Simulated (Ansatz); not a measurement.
# simple cubic against fcc along the 3d metals

Method: Ansatz, DFT, RPBE, plane waves (420 eV) with PAW, scalar-relativistic. The PAW files were generated under PBE, with cores re-solved for the functional.

Each structure is relaxed within its symmetry, in the lowest magnetic state of the tried starts. Differences under about 8 meV lie within the error of the k-point mesh.

```tsv
element	E(simple cubic) − E(fcc) (meV/atom)	V(simple cubic) (Å³/atom)	V(fcc) (Å³/atom)	state of simple cubic	state of fcc
Sc	721	27.60	25.80	spin not included	spin not included
Ti	789	19.20	17.96	spin not included	spin not included
V	611	15.07	14.26	spin not included	spin not included
Mn	621	14.35	12.02	antiferromagnetic	antiferromagnetic
Co	730	13.24	11.22	ferromagnetic	ferromagnetic
Ni	687	13.06	11.22	ferromagnetic	ferromagnetic
Cu	447	14.51	12.38	spin not included	spin not included
Zn	183	19.15	15.89	spin not included	spin not included
```
